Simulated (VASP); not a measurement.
The system is TiPbO3.

```
Ti Pb O
1.0
     3.89920    0.00000    0.00000
     0.00000    3.89920    0.00000
     0.00000    0.00000    4.14990
Ti Pb O
1 1 3
Direct
  0.50000 0.50000 0.53820
  0.00000 0.00000 0.00000
  0.50000 0.50000 0.11300
  0.50000 0.00000 0.61500
  0.00000 0.50000 0.61500
```

- Program: VASP 6.6.1
- Task: relaxation of cell and atoms
- Functional: LDA
- Potentials or basis: VASP PAW LDA potentials, release 64 (Ti_sv, Pb_d, O)
- Cutoff: 600 eV
- k mesh: 8 × 8 × 8
- Occupations: gaussian, width 0.03 eV
- Spin: no spin polarisation

At the start: pressure -5.4 GPa; volume 12.62 Å³/atom.

Question: How do energy, volume and symmetry change on relaxing?

Answer: Over 21 steps the energy falls by 10.0 meV/atom and the volume is 12.01 Å³/atom (-4.8 %); space group P4mm (No. 99, to 0.05 Å).

Step by step:
| step | energy change (eV) | largest force (eV/Å) | pressure (GPa) | volume (Å³) |
| --- | --- | --- | --- | --- |
| 1 | 0.0000 | 0.2052 | -5.36 | 63.09 |
| 2 | -0.0081 | 0.5962 | 5.92 | 59.31 |
| 3 | -0.0388 | 0.4187 | 0.28 | 61.05 |
| 4 | -0.0412 | 0.2855 | -0.39 | 60.96 |
| 5 | -0.0421 | 0.1408 | -0.17 | 60.99 |
| 6 | -0.0442 | 0.0941 | -0.13 | 60.87 |
| 7 | -0.0451 | 0.0740 | -0.04 | 60.72 |
| 8 | -0.0460 | 0.0751 | -0.04 | 60.64 |
| 9 | -0.0481 | 0.0818 | 0.00 | 60.43 |
| 10 | -0.0494 | 0.1045 | 0.23 | 59.98 |
| 11 | -0.0488 | 0.1398 | -0.52 | 60.07 |
| 12 | -0.0496 | 0.0284 | -0.03 | 60.01 |
| 13 | -0.0497 | 0.0131 | 0.08 | 59.98 |
| 14 | -0.0497 | 0.0074 | 0.16 | 59.98 |
| 15 | -0.0497 | 0.0155 | 0.13 | 60.00 |
| 16 | -0.0497 | 0.0415 | 0.06 | 60.05 |
| 17 | -0.0497 | 0.0300 | -0.12 | 60.10 |
| 18 | -0.0497 | 0.0336 | -0.10 | 60.09 |
| 19 | -0.0497 | 0.0139 | -0.02 | 60.07 |
| 20 | -0.0497 | 0.0145 | -0.02 | 60.07 |
| 21 | -0.0498 | 0.0099 | 0.02 | 60.07 |

Final structure:
```
Ti Pb O
1.0
     3.86502    0.00000    0.00000
     0.00000    3.86502    0.00000
     0.00000    0.00000    4.02087
Ti Pb O
1 1 3
Direct
  0.50000 0.50000 0.54545
  0.00000 0.00000 0.01295
  0.50000 0.50000 0.09919
  0.50000 0.00000 0.61181
  0.00000 0.50000 0.61181
```
